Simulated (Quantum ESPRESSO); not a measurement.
Input of a Quantum ESPRESSO 7.5 run:

The input pw.in:

```
&CONTROL
  calculation = 'scf'
  prefix = 'pwscf'
  outdir = './tmp'
  pseudo_dir = './pseudo'
  tprnfor = .true.
  tstress = .true.
  disk_io = 'low'
/
&SYSTEM
  ibrav = 0
  celldm(1) = 8
  nat = 3
  ntyp = 2
  ecutwfc = 60
  ecutrho = 440
  nbnd = 20
  occupations = 'smearing'
  smearing = 'fd'
  degauss = 0.00367493
/
&ELECTRONS
  conv_thr = 6d-10
  electron_maxstep = 120
  mixing_beta = 0.5
/
ATOMIC_SPECIES
Mo    95.9500 Mo_ONCV_PBE-1.0.oncvpsp.upf
S     32.0600 s_pbe_v1.4.uspp.F.UPF
CELL_PARAMETERS alat
  0.7521407802045   0.0000000000000   0.0000000000000
 -0.3760703901022   0.6513730228704   0.0000000000000
  0.0000000000000   0.0000000000000   4.0947057981814
ATOMIC_POSITIONS crystal
Mo     0.0000000000    0.0000000000    0.0000000000
S      0.3333333333    0.6666666667    0.9105070200
S      0.3333333333    0.6666666667    0.0894929800
K_POINTS automatic
10 10 2 0 0 0
```

pp_density.in

```
&INPUTPP
  prefix = 'pwscf'
  outdir = './tmp'
  filplot = 'density.dat'
  plot_num = 0
/
&PLOT
  nfile = 1
  filepp(1) = 'density.dat'
  iflag = 3
  output_format = 6
  fileout = 'density.cube'
/
```

File pp_potential.in:

```
&INPUTPP
  prefix = 'pwscf'
  outdir = './tmp'
  filplot = 'potential.dat'
  plot_num = 11
/
&PLOT
  nfile = 1
  filepp(1) = 'potential.dat'
  iflag = 3
  output_format = 6
  fileout = 'potential.cube'
/
```

Potentials or basis: SSSP 1.3 efficiency PBE.

The run is started by

```console
$ OMP_NUM_THREADS=1 pw.x -in pw.in > pw.out
$ OMP_NUM_THREADS=1 pp.x -in pp_density.in > pp_density.out
$ OMP_NUM_THREADS=1 pp.x -in pp_potential.in > pp_potential.out
```

(1) Estimate the band gap on the k mesh.

(2) Predict the largest force.

Answers

(1) 1.74 eV, indirect (least direct gap 1.93 eV).

(2) 0.216 eV/Å.
